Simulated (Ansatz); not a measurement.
## Relaxing In

All numbers below come from DFT PBE, scalar-relativistic, plane waves, PAW in Ansatz. Cutoff 420 eV, Γ-centred k mesh, Gaussian smearing, no spin polarisation in the final step.

In was placed on the black phosphorus structure type (Cmce, No. 64), at a guessed volume.

```yaml
crystal:
  lattice:
    - [1.87342, -5.94288, 0.00000]
    - [1.87342, 5.94288, 0.00000]
    - [0.00000, 0.00000, 4.95806]
  atoms:
    - { symbol: In, position: [0.09800, 0.90200, 0.91000] }
    - { symbol: In, position: [0.59800, 0.40200, 0.59000] }
    - { symbol: In, position: [0.90200, 0.09800, 0.09000] }
    - { symbol: In, position: [0.40200, 0.59800, 0.41000] }
```

Cell and atoms relax at zero pressure; the relaxation can't lower the symmetry of the start. After a coarse first stage the cell is made exact in the group found at 0.06 Å.

Energies count from the standard state of In at the same level.

Q: What does it relax into?

A: It ends in Fmmm (No. 69). Conventional cell: a = 3.320 Å, b = 5.672 Å, c = 11.917 Å. In is coordinated by 1 In at 3.10 Å and 8 In at 3.29–3.32 Å.

```
In
1.0
     0.00000    2.83624    5.95833
     1.65990    0.00000    5.95833
     1.65990    2.83624    0.00000
In
2
Direct
  0.87004 0.87004 0.12996
  0.12996 0.12996 0.87004
```

Q: What are its volume, energy, density and gap?

A: The volume per atom is 28.05 Å³ and the density is 6.80 g/cm³. The energy over the standard structure is 0.02 eV/atom and the gap on the 18×18×18 mesh is 0 eV (a metal).

The final run used a 18×18×18 mesh on its 2-atom cell and 0.10 eV smearing. The k mesh leaves about 4 meV/atom of noise in metals. A structure relaxed within its symmetry needn't be a true minimum.